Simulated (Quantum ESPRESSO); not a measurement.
# CdSe (F-43m) in Quantum ESPRESSO: further runs

The runs below take CdSe through phonons, with AM05, RPBE, revPBE, vdW-DF-cx.

Program: Quantum ESPRESSO 7.5. These are calculated values, not measurements. Logs are shortened: lines on timing, memory, paths and dates and some standing lists are left out, and cuts for length are marked.

### 1 The structure

Symmetry: F-43m, No. 216, cubic system. Conventional cell: a = 6.141 Å, b = 6.141 Å, c = 6.141 Å, α = 90.00°, β = 90.00°, γ = 90.00°. Around Cd (site symmetry -43m) lie 4 Se at 2.66 Å. Se (site symmetry -43m) is surrounded by 4 Cd at 2.66 Å.

Measurements of this composition are mostly on another form, of space group No. 186.

### 2 Phonons, AM05

Contents of pw.in:

```
&CONTROL
  calculation = 'scf'
  prefix = 'pwscf'
  outdir = './tmp'
  pseudo_dir = './pseudo'
  tprnfor = .true.
  tstress = .true.
  disk_io = 'low'
/
&SYSTEM
  ibrav = 0
  nat = 2
  ntyp = 2
  ecutwfc = 45
  ecutrho = 360
  nbnd = 15
  input_dft = 'XC-000I-000I-120L-135L-000I-000I'
  occupations = 'smearing'
  smearing = 'fd'
  degauss = 0.00367493
/
&ELECTRONS
  conv_thr = 4d-10
  electron_maxstep = 120
  mixing_beta = 0.5
/
ATOMIC_SPECIES
Cd   112.4140 cd_pbe_v1.uspp.F.UPF
Se    78.9710 se_pbe_v1.uspp.F.UPF
CELL_PARAMETERS angstrom
   0.0000000000    3.0702711986    3.0702711986
   3.0702711986    0.0000000000    3.0702711986
   3.0702711986    3.0702711986    0.0000000000
ATOMIC_POSITIONS angstrom
Cd     0.0000000000    0.0000000000    0.0000000000
Se     1.5351355993    1.5351355993    1.5351355993
K_POINTS automatic
6 6 6 1 1 1
```

Contents of relax.in:

```
&CONTROL
  calculation = 'vc-relax'
  prefix = 'pwscf'
  outdir = './tmp'
  pseudo_dir = './pseudo'
  tprnfor = .true.
  tstress = .true.
  disk_io = 'low'
  nstep = 40
  forc_conv_thr = 0.0001
  etot_conv_thr = 1d-06
/
&SYSTEM
  ibrav = 0
  nat = 2
  ntyp = 2
  ecutwfc = 45
  ecutrho = 360
  nbnd = 15
  input_dft = 'XC-000I-000I-120L-135L-000I-000I'
  occupations = 'smearing'
  smearing = 'fd'
  degauss = 0.00367493
/
&ELECTRONS
  conv_thr = 4d-10
  electron_maxstep = 120
  mixing_beta = 0.5
/
&IONS
  ion_dynamics = 'bfgs'
/
&CELL
  cell_dynamics = 'bfgs'
  press = 0
  press_conv_thr = 0.2
/
ATOMIC_SPECIES
Cd   112.4140 cd_pbe_v1.uspp.F.UPF
Se    78.9710 se_pbe_v1.uspp.F.UPF
CELL_PARAMETERS angstrom
   0.0000000000    3.0702711986    3.0702711986
   3.0702711986    0.0000000000    3.0702711986
   3.0702711986    3.0702711986    0.0000000000
ATOMIC_POSITIONS angstrom
Cd     0.0000000000    0.0000000000    0.0000000000
Se     1.5351355993    1.5351355993    1.5351355993
K_POINTS automatic
6 6 6 1 1 1
```

Contents of gamma.in:

```
&CONTROL
  calculation = 'bands'
  prefix = 'pwscf'
  outdir = './tmp'
  pseudo_dir = './pseudo'
  disk_io = 'low'
  verbosity = 'high'
/
&SYSTEM
  ibrav = 0
  nat = 2
  ntyp = 2
  ecutwfc = 45
  ecutrho = 360
  nbnd = 15
  input_dft = 'XC-000I-000I-120L-135L-000I-000I'
  occupations = 'smearing'
  smearing = 'fd'
  degauss = 0.00367493
/
&ELECTRONS
  conv_thr = 1d-08
  electron_maxstep = 120
  mixing_beta = 0.5
  diago_full_acc = .true.
  startingwfc = 'random'
/
ATOMIC_SPECIES
Cd   112.4140 cd_pbe_v1.uspp.F.UPF
Se    78.9710 se_pbe_v1.uspp.F.UPF
CELL_PARAMETERS angstrom
   0.0000000000    3.0571171406    3.0571171406
   3.0571171406    0.0000000000    3.0571171406
   3.0571171406    3.0571171406    0.0000000000
ATOMIC_POSITIONS angstrom
Cd     0.0000000000    0.0000000000    0.0000000000
Se     1.5285585703    1.5285585703    1.5285585703
K_POINTS crystal
1
0.0 0.0 0.0 1
```

Contents of scf2.in:

```
&CONTROL
  calculation = 'scf'
  prefix = 'pwscf'
  outdir = './tmp'
  pseudo_dir = './pseudo'
  tprnfor = .true.
  tstress = .true.
  disk_io = 'low'
/
&SYSTEM
  ibrav = 0
  nat = 2
  ntyp = 2
  ecutwfc = 45
  ecutrho = 360
  nbnd = 15
  input_dft = 'XC-000I-000I-120L-135L-000I-000I'
  occupations = 'fixed'
/
&ELECTRONS
  conv_thr = 1d-13
  electron_maxstep = 120
  mixing_beta = 0.5
  startingpot = 'file'
/
ATOMIC_SPECIES
Cd   112.4140 cd_pbe_v1.uspp.F.UPF
Se    78.9710 se_pbe_v1.uspp.F.UPF
CELL_PARAMETERS angstrom
   0.0000000000    3.0571171406    3.0571171406
   3.0571171406    0.0000000000    3.0571171406
   3.0571171406    3.0571171406    0.0000000000
ATOMIC_POSITIONS angstrom
Cd     0.0000000000    0.0000000000    0.0000000000
Se     1.5285585703    1.5285585703    1.5285585703
K_POINTS automatic
6 6 6 1 1 1
```

Contents of ph.in:

```
phonons of CdSe
&INPUTPH
  prefix = 'pwscf'
  outdir = './tmp'
  tr2_ph = 1d-18
  fildyn = 'dyn'
  niter_ph = 90
  alpha_mix(1) = 0.7
  epsil = True
/
0.0000000000 0.0000000000 0.0000000000
```

Contents of dynmat.in:

```
&INPUT
  fildyn = 'dyn'
  asr = 'crystal'
  lperm = .true.
  filout = 'dynmat.disp'
  fileig = 'dynmat.eig'
/
```

Contents of dynmat_lo.in:

```
&INPUT
  fildyn = 'dyn'
  asr = 'crystal'
  filout = 'dynmat_lo.disp'
  fileig = 'dynmat_lo.eig'
  q(1) = 0
  q(2) = 0
  q(3) = 1
/
```

Potentials or basis: GBRV 1.5 PBE.

Run with:

```bash
OMP_NUM_THREADS=1 mpirun -n 4 pw.x -nk 4 -in pw.in > pw.out
OMP_NUM_THREADS=1 mpirun -n 4 pw.x -nk 4 -in relax.in > relax.out
OMP_NUM_THREADS=1 mpirun -n 4 pw.x -in gamma.in > gamma.out
OMP_NUM_THREADS=1 mpirun -n 4 pw.x -nk 4 -in scf2.in > scf2.out
OMP_NUM_THREADS=1 mpirun -n 4 ph.x -nk 4 -in ph.in > ph.out
OMP_NUM_THREADS=1 mpirun -n 1 dynmat.x -in dynmat.in > dynmat.out
OMP_NUM_THREADS=1 mpirun -n 1 dynmat.x -in dynmat_lo.in > dynmat_lo.out
```

pw.out:

```text
This program is part of the open-source Quantum ESPRESSO suite
     for quantum simulation of materials; please cite
         "P. Giannozzi et al., J. Phys.:Condens. Matter 21 395502 (2009);
         "P. Giannozzi et al., J. Phys.:Condens. Matter 29 465901 (2017);
         "P. Giannozzi et al., J. Chem. Phys. 152 154105 (2020);
     in publications or presentations arising from this work. More details at

     IMPORTANT: XC functional enforced from input :
     Exchange-correlation= XC-000I-000I-120L-135L-000I-000I
                           (   0   0 120 135   0   0   0)
     Any further DFT definition will be discarded
     Please, verify this is what you really want

     Message from routine setup:
     using ibrav=0 with symmetry is DISCOURAGED, use correct ibrav instead

     K-points division:     npool     =       4
     Subspace diagonalization in iterative solution of the eigenvalue problem:
     a serial algorithm will be used

     G-vector sticks info
     --------------------
     sticks:   dense  smooth     PW     G-vecs:    dense   smooth      PW
     Sum        1663     847    253                45071    16049    2733

     Using Slab Decomposition

     bravais-lattice index     =            0
     lattice parameter (alat)  =       8.2052  a.u.
     unit-cell volume          =     390.6221 (a.u.)^3
     number of atoms/cell      =            2
     number of atomic types    =            2
     number of electrons       =        18.00
     number of Kohn-Sham states=           15
     kinetic-energy cutoff     =      45.0000  Ry
     charge density cutoff     =     360.0000  Ry
     scf convergence threshold =      4.0E-10
     mixing beta               =       0.5000
     number of iterations used =            8  plain     mixing
     Exchange-correlation= XC-000I-000I-120L-135L-000I-000I
                           (   0   0 120 135   0   0   0)

     celldm(1)=   8.205227  celldm(2)=   0.000000  celldm(3)=   0.000000
     celldm(4)=   0.000000  celldm(5)=   0.000000  celldm(6)=   0.000000

[... 8 lines left out ...]
               b(3) = (  0.707107  0.707107 -0.707107 )

     PseudoPot. # 1 for Cd read from file:
     cd_pbe_v1.uspp.F.UPF
     Pseudo is Ultrasoft + core correction, Zval = 12.0
     Generated by new atomic code, or converted to UPF format
     Using radial grid of  889 points,  6 beta functions with:
                l(1) =   0
                l(2) =   0
                l(3) =   1
                l(4) =   1
                l(5) =   2
                l(6) =   2
     Q(r) pseudized with  6 coefficients,  rinner =    1.000   1.000   1.000
                                                       1.000   1.000

     PseudoPot. # 2 for Se read from file:
     se_pbe_v1.uspp.F.UPF
     Pseudo is Ultrasoft + core correction, Zval =  6.0
     Generated by new atomic code, or converted to UPF format
     Using radial grid of  877 points,  6 beta functions with:
                l(1) =   0
                l(2) =   0
                l(3) =   1
                l(4) =   1
                l(5) =   2
                l(6) =   2
     Q(r) pseudized with  8 coefficients,  rinner =    1.300   1.300   1.300
                                                       1.300   1.300

     atomic species   valence    mass     pseudopotential
     Cd               12.00   112.41400     Cd( 1.00)
     Se                6.00    78.97100     Se( 1.00)

     24 Sym. Ops. (no inversion) found

   Cartesian axes

     site n.     atom                  positions (alat units)
         1        Cd     tau(   1) = (   0.0000000   0.0000000   0.0000000  )
         2        Se     tau(   2) = (   0.3535534   0.3535534   0.3535534  )

     number of k points=    28  Fermi-Dirac smearing, width (Ry)=  0.0037
                       cart. coord. in units 2pi/alat
        k(    1) = (   0.0589256   0.0589256   0.0589256), wk =   0.0185185
        k(    2) = (   0.1767767   0.1767767  -0.0589256), wk =   0.0555556
        k(    3) = (   0.2946278   0.2946278  -0.1767767), wk =   0.0555556
        k(    4) = (  -0.2946278  -0.2946278   0.4124790), wk =   0.0555556
        k(    5) = (  -0.1767767  -0.1767767   0.2946278), wk =   0.0555556
        k(    6) = (  -0.0589256  -0.0589256   0.1767767), wk =   0.0555556
[... 20 lines left out ...]
        k(   27) = (   0.2946278   0.2946278   0.2946278), wk =   0.0185185
        k(   28) = (  -0.2946278  -0.2946278   0.8838835), wk =   0.0555556

     Dense  grid:    45071 G-vectors     FFT dimensions: (  50,  50,  50)

     Smooth grid:    16049 G-vectors     FFT dimensions: (  36,  36,  36)

     WARNING: libxc functional with ID  120 depends
      on external parameters: check the user_guide of
      QE if you need to modify them or to check their
      default values.

     WARNING: libxc functional with ID  135 depends
      on external parameters: check the user_guide of
      QE if you need to modify them or to check their
      default values.

     Initial potential from superposition of free atoms

     starting charge      17.4999, renormalised to      18.0000

     negative rho (up, down):  2.059E-02 0.000E+00
     Starting wfcs are   13 randomized atomic wfcs +    2 random wfcs

     Self-consistent Calculation

     iteration #  1     ecut=    45.00 Ry     beta= 0.50
     Davidson diagonalization with overlap
     ethr =  1.00E-02,  avg # of iterations =  6.3

     Threshold (ethr) on eigenvalues was too large:
     Diagonalizing with lowered threshold

     Davidson diagonalization with overlap
     ethr =  6.10E-04,  avg # of iterations =  1.3

     negative rho (up, down):  1.984E-02 0.000E+00

     total energy              =    -157.37401164 Ry
     estimated scf accuracy    <       0.11095246 Ry

     iteration #  2     ecut=    45.00 Ry     beta= 0.50
     Davidson diagonalization with overlap
     ethr =  6.16E-04,  avg # of iterations =  2.2
[... 51 lines left out ...]
     iteration #  8     ecut=    45.00 Ry     beta= 0.50
     Davidson diagonalization with overlap
     ethr =  1.02E-11,  avg # of iterations =  7.4

     negative rho (up, down):  2.027E-02 0.000E+00

     End of self-consistent calculation

          k = 0.0589 0.0589 0.0589 (  1992 PWs)   bands (ev):

    -7.5338  -2.8677  -2.8677  -2.8550  -2.5235  -2.5235   4.2044   4.8883
     4.8883   6.0741  10.6920  10.9097  10.9097  14.9919  15.5608

          k = 0.1768 0.1768-0.0589 (  1989 PWs)   bands (ev):

    -7.4251  -2.8388  -2.8247  -2.7443  -2.5314  -2.5143   2.8480   4.3413
     4.7433   7.1527  10.4613  11.1800  11.4059  14.5156  15.1186

          k = 0.2946 0.2946-0.1768 (  1992 PWs)   bands (ev):

    -7.2554  -2.7927  -2.7875  -2.5199  -2.5167  -2.4178   1.2817   3.9597
     4.3619   7.5617  11.1921  11.4533  11.6277  15.1389  15.1633

          k =-0.2946-0.2946 0.4125 (  1986 PWs)   bands (ev):

    -7.1957  -2.7823  -2.7758  -2.5123  -2.4996  -2.2434   0.7302   3.9504
     4.1328   7.5600  11.0434  11.5419  12.3255  15.1020  16.4011

          k =-0.1768-0.1768 0.2946 (  1990 PWs)   bands (ev):
[... 6 lines left out ...]
    -7.4758  -2.8481  -2.8410  -2.8088  -2.5321  -2.5159   3.4406   4.6130
     4.6672   6.8523  10.2400  11.2503  11.3046  14.3008  15.8236

          k = 0.2946 0.0589 0.0589 (  1993 PWs)   bands (ev):

    -7.3749  -2.8037  -2.7923  -2.7291  -2.5367  -2.5031   2.6472   4.1871
     4.1894   7.7641   9.5975  11.8305  11.9872  13.4171  16.2175

          k = 0.4125 0.1768-0.0589 (  1994 PWs)   bands (ev):

    -7.2360  -2.7629  -2.7428  -2.6065  -2.4961  -2.4207   1.6495   3.4335
     3.9160   8.4998   9.6856  11.5292  12.6900  14.1370  16.8872

          k =-0.1768-0.4125 0.5303 (  1997 PWs)   bands (ev):

    -7.1477  -2.7515  -2.7258  -2.5478  -2.5030  -2.1739   0.9157   3.0214
     3.7502   8.6422  10.3955  11.7537  12.8072  14.5340  16.6530

          k =-0.0589-0.2946 0.4125 (  1986 PWs)   bands (ev):

    -7.1984  -2.7594  -2.7498  -2.5550  -2.5110  -2.3158   1.3166   3.0598
     4.0504   8.6110  10.5480  11.1282  12.4549  14.5620  16.3829

          k = 0.0589-0.1768 0.2946 (  1988 PWs)   bands (ev):

    -7.3372  -2.8079  -2.7897  -2.6485  -2.5294  -2.4987   2.2043   3.8946
     4.4278   7.8163  10.1525  11.4698  11.7893  14.0471  15.8457

          k = 0.5303 0.0589 0.0589 (  1998 PWs)   bands (ev):

    -7.1569  -2.7016  -2.6746  -2.6489  -2.4777  -2.3249   1.3430   3.2758
     3.4043   8.4635   8.8401  12.8001  13.7691  14.2827  17.1179

          k =-0.0589-0.5303 0.6482 (  1995 PWs)   bands (ev):

    -7.0989  -2.7034  -2.6658  -2.6015  -2.4854  -2.1405   1.0067   2.8146
     3.2039   8.7457   9.3509  12.7759  13.6806  14.6999  17.3124

          k = 0.0589-0.4125 0.5303 (  1991 PWs)   bands (ev):

    -7.1197  -2.7340  -2.6998  -2.5544  -2.5108  -2.1233   1.0090   2.5788
     3.5829   8.9540  10.4102  11.8162  13.2966  13.8887  16.1119

          k = 0.1768-0.2946 0.4125 (  1992 PWs)   bands (ev):

    -7.1971  -2.7742  -2.7612  -2.5343  -2.5021  -2.2816   0.9833   3.5458
     4.0719   8.0490  10.7339  11.6462  12.1531  15.0749  16.1714

          k =-0.6482 0.0589 0.0589 (  2004 PWs)   bands (ev):

    -7.0988  -2.6937  -2.6390  -2.6305  -2.4721  -2.1911   0.9916   3.0524
     3.2148   8.3025   8.7982  13.5818  14.5260  14.7006  17.3366

          k =-0.5303 0.1768-0.0589 (  1996 PWs)   bands (ev):

    -7.1489  -2.7212  -2.6968  -2.6072  -2.4865  -2.2598   1.2350   3.0485
     3.4573   8.7937   9.4076  11.9333  13.6068  14.4291  17.4490

          k =-0.4125 0.0589 0.0589 (  2001 PWs)   bands (ev):

    -7.2580  -2.7464  -2.7318  -2.6635  -2.4890  -2.4786   1.9287   3.6819
     3.7501   8.4087   9.0593  12.2312  12.8439  13.5500  16.6882

          k = 0.1768 0.1768 0.1768 (  1982 PWs)   bands (ev):

    -7.3818  -2.8237  -2.8237  -2.6729  -2.5208  -2.5208   2.3141   4.5538
     4.5538   7.1222  10.8356  11.3329  11.3329  15.0275  15.0360

          k = 0.2946 0.2946 0.0589 (  1989 PWs)   bands (ev):
[... 21 lines left out ...]
    -7.1352  -2.7302  -2.7128  -2.5640  -2.5051  -2.1765   1.0939   2.7739
     3.5275   9.1778  10.1753  11.2109  13.5038  14.1872  16.4587

          k =-0.0589-0.2946 0.6482 (  1978 PWs)   bands (ev):

    -7.0991  -2.7094  -2.6899  -2.5639  -2.5092  -2.0935   1.0209   2.6592
     3.1214   9.4551  10.0597  11.5807  12.9886  14.7765  17.0703

          k =-0.7660 0.1768 0.1768 (  1994 PWs)   bands (ev):

    -7.1065  -2.7241  -2.6733  -2.5849  -2.4941  -2.1202   0.9970   2.5800
     3.4950   8.6352  10.0108  12.7873  13.3382  13.8804  16.5287

          k = 0.2946 0.2946 0.2946 (  1997 PWs)   bands (ev):

    -7.2270  -2.7905  -2.7905  -2.5046  -2.5046  -2.3303   0.8937   4.2589
     4.2589   7.2426  11.3803  11.3803  12.0405  14.7614  16.2929

          k =-0.2946-0.2946 0.8839 (  1990 PWs)   bands (ev):

    -7.1700  -2.7659  -2.7510  -2.5256  -2.5078  -2.2043   0.8368   3.2995
     4.0191   8.2080  10.6674  11.9146  12.2708  15.2287  16.0536

     the Fermi energy is     5.5011 ev

!    total energy              =    -157.40929533 Ry
     estimated scf accuracy    <          3.4E-10 Ry
     smearing contrib. (-TS)   =      -0.00000002 Ry
     internal energy E=F+TS    =    -157.40929531 Ry

     The total energy is F=E-TS. E is the sum of the following terms:
     one-electron contribution =     -42.40703261 Ry
     hartree contribution      =      34.11935332 Ry
     xc contribution           =     -68.04969748 Ry
     ewald contribution        =     -81.07191854 Ry

     convergence has been achieved in   8 iterations

     negative rho (up, down):  2.027E-02 0.000E+00

     Forces acting on atoms (cartesian axes, Ry/au):

     atom    1 type  1   force =    -0.00000000   -0.00000000   -0.00000000
     atom    2 type  2   force =     0.00000000    0.00000000    0.00000000

     Total force =     0.000000     Total SCF correction =     0.000000

     Computing stress (Cartesian axis) and pressure

     negative rho (up, down):  2.027E-02 0.000E+00
          total   stress  (Ry/bohr**3)                   (kbar)     P=       -5.94
  -0.00004038   0.00000000   0.00000000           -5.94        0.00        0.00
   0.00000000  -0.00004038   0.00000000            0.00       -5.94        0.00
   0.00000000   0.00000000  -0.00004038            0.00        0.00       -5.94

=------------------------------------------------------------------------------=
   JOB DONE.
=------------------------------------------------------------------------------=
```

Wall time 3.7 min (4 MPI ranks of Intel Xeon Platinum 8488C (Sapphire Rapids), shared host); peak memory 0.56 GiB.

What came out:

```
Free energy                                             : -2141.6638 eV
Relaxed volume                                          : 28.57 Å³/atom
Relaxed cell                                            : a = 4.323 Å, b = 4.323 Å, c = 4.323 Å, α = 60.00°, β = 60.00°, γ = 60.00°
Space group after relaxing (to 0.05 Å)                  : F-43m (No. 216)
Pressure after relaxing                                 : 0.0 GPa
Electronic dielectric tensor (diagonal)                 : 7.91
Born charges (mean of the diagonal)                     : Cd +2.27; Se -2.27 e
Highest phonon frequency at Γ, LO-TO splitting left out : 162 cm⁻¹
Static dielectric tensor (diagonal)                     : 11.54
```

Step by step:
| step | energy change (eV) | largest force (eV/Å) | pressure (GPa) | volume (Å³) |
| --- | --- | --- | --- | --- |
| 1 | 0.0000 | 0.0000 | -0.59 | 57.88 |
| 2 | -0.0006 | 0.0000 | -0.46 | 57.71 |
| 3 | -0.0012 | 0.0000 | -0.25 | 57.45 |
| 4 | -0.0014 | 0.0000 | 0.01 | 57.14 |
| 5 | -0.0014 | 0.0000 | 0.00 | 57.14 |

Final structure:
```yaml
crystal:
  lattice:
    - [0.00000, 3.05712, 3.05712]
    - [3.05712, 0.00000, 3.05712]
    - [3.05712, 3.05712, 0.00000]
  atoms:
    - { symbol: Cd, position: [0.00000, 0.00000, 0.00000] }
    - { symbol: Se, position: [0.25000, 0.25000, 0.25000] }
```

Levels at points of the mesh, in eV from the valence-band top:
```
           k point  band 7  band 8  band 9  band 10  band 11  band 12
(0.08, 0.08, 0.08)   -0.69    0.00    0.00     1.21     5.81     6.02
```

Phonon frequencies in cm⁻¹ (negative: imaginary):
| q point | frequencies |
| --- | --- |
| (0.000, 0.000, 0.000) | -2 -2 -2 162 162 162 |

Electronic dielectric tensor:
```
7.91 0.00 0.00
0.00 7.91 0.00
0.00 0.00 7.91
```

Born effective charge tensors (e):
atom 1, Cd
```
2.27 0.00 0.00
0.00 2.27 0.00
0.00 0.00 2.27
```
atom 2, Se
```
-2.27  0.00  0.00
 0.00 -2.27  0.00
 0.00  0.00 -2.27
```

Optical modes at Γ, degenerate ones joined, polar ones without the macroscopic field:
| cm⁻¹ | components | symmetry | active in | IR intensity, summed ((D/Å)²/amu) |
| --- | --- | --- | --- | --- |
| 162 | 3 | T2 | IR and Raman | 7.69 |

Zone-centre frequencies without and with the macroscopic field along z (cm⁻¹):
```
                optical modes in rising order
       without                    162 162 162
with the field                    162 162 196
```

Static dielectric tensor, electrons and zone-centre modes:
```
11.54  0.00  0.00
 0.00 11.54  0.00
 0.00  0.00 11.54
```

Caveat: the mesh is thin for the dielectric tensor, Born charges and intensities, which usually come out too large; the potentials were made for another functional, which shifts forces and pressure.

(Part 1 of 4 ends here.)
